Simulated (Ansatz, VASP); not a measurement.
# One calculation of Tl, two programs

```xyz
1
Lattice="-2.0075 2.0075 1.9476 2.0075 -2.0075 1.9476 2.0075 2.0075 -1.9476" Properties=species:S:1:pos:R:3 pbc="T T T"
Tl    0.0000    0.0000    0.0000
```

Change from the starting cell: z stretched by -2 % at fixed volume, crystal datasets.

Alike in both runs: task electric field gradients; functional PBE; k mesh 12 × 12 × 12; occupations fermi-dirac, width 0.05 eV; no spin polarisation.

```csv
,VASP,Ansatz
version,VASP 6.6.1,Ansatz 0.2.0
potentials or method,"VASP PAW PBE potentials, release 64 (Tl_d), cutoff 520 eV","all-electron PAW with datasets made for the crystal, scalar-relativistic"
```

```csv
,VASP,Ansatz,Ansatz less VASP
pressure (GPa),-0.1,0.0,+0.06
largest component of the traceless stress (GPa),0.22,0.22,-0.001
Vzz of the field gradient on the site that differs most (V/Å²),-0.9,-1.0,-0.12
```

Ansatz ran all-electron here, so the differences hold the error of VASP's frozen core and of both bases. Ansatz warned: «gradients_without_spin_orbit».

Spin-orbit coupling is left out, which matters for the levels of Tl.
